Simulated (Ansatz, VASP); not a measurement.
**ZnAu: VASP beside Ansatz**

INCAR

```
SYSTEM = ZnAu
ALGO = Normal
EDIFF = 1E-6
ENCUT = 520
GGA = PE
ISIF = 2
ISMEAR = -1
LASPH = .TRUE.
LCHARG = .FALSE.
LREAL = .FALSE.
LWAVE = .FALSE.
NBANDS = 18
NELM = 60
PREC = Accurate
SIGMA = 0.05
```

The input KPOINTS:

```
k-points
0
G
  6 6 6
  0 0 0
```

POSCAR

```
ZnAu
1.0
    3.1470000000      0.0000000000      0.0000000000
    0.0000000000      3.1470000000      0.0000000000
    0.0000000000      0.0000000000      3.1470000000
Zn Au
1 1
Direct
    0.5000000000      0.5000000000      0.5000000000
    0.0000000000      0.0300000000      0.0000000000
```

Input for Ansatz:

```yaml
crystal:
  lattice:
    - [3.147, 0.0, 0.0]
    - [0.0, 3.147, 0.0]
    - [0.0, 0.0, 3.147]
  atoms:
    - { symbol: Zn, position: [0.5, 0.5, 0.5] }
    - { symbol: Au, position: [0.0, 0.03, 0.0] }
basis:
  ecutwfc: 510.0
kpoints:
  mp_grid:
    grid: [6, 6, 6]
    shift: [0.0, 0.0, 0.0]
hamiltonian:
  xc: pbe
scf:
  occupations:
    method: fermi_dirac
    width: 0.05
output:
  forces: true
```

Alike in both runs: task single point; functional PBE; k mesh 6 × 6 × 6; occupations fermi-dirac, width 0.05 eV; no spin polarisation.

|  | VASP | Ansatz |
| --- | --- | --- |
| version | VASP 6.6.1 | Ansatz 0.2.0 |
| potentials or method | VASP PAW PBE potentials, release 64 (Zn, Au) | plane waves, PAW |
| plane-wave cutoff (eV) | 520 | 510 |
| valence electrons in the cell | 23 | 31 |

Ansatz gave:

```
gap on the k mesh at the Fermi level (eV) : none
rms of the force components (eV/Å)        : 0.201
```

**Question.** Estimate VASP's values.

**Answer.** gap on the k mesh at the Fermi level (eV): none; rms of the force components (eV/Å): 0.205.

Atom by atom the forces differ by 0.003 eV/Å (rms over components). A gap of «none» marks a metal or a gap that the smearing closes. The two sets of potentials don't hold the same shells in valence.

Spin-orbit coupling is left out, which matters for the levels of Au.
